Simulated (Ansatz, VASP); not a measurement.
## Mg: VASP beside Ansatz

```
Mg
1.0
    -1.79765    1.79765    1.79765
     1.79765   -1.79765    1.79765
     1.79765    1.79765   -1.79765
Mg
1
Direct
  0.00000 0.00000 0.00000
```

The cell was built by a generator and needn't be a form met in nature.

Alike in both runs: task relaxation of cell and atoms; functional BLYP; k mesh 12 × 12 × 12; occupations fermi-dirac, width 0.1 eV; no spin polarisation.

|  | VASP | Ansatz |
| --- | --- | --- |
| version | VASP 6.6.1 | Ansatz 0.2.0 |
| potentials or method | VASP PAW PBE potentials, release 64 (Mg) | plane waves (420 eV) with PAW, scalar-relativistic |
| plane-wave cutoff (eV) | 600 | 420 |
| valence electrons in the cell | 2 | 10 |

Ansatz gave:

- relaxed volume (Å³/atom): 23.50
- relaxed cell length with the largest relative difference (Å): 3.125

Q: Estimate VASP's values.

A: Relaxed volume (Å³/atom): 23.45; relaxed cell length with the largest relative difference (Å): 3.123.

The two sets of potentials don't hold the same shells in valence.

Caveats: the PAW data sets were made with another functional, which shifts forces and pressure a little (VASP).
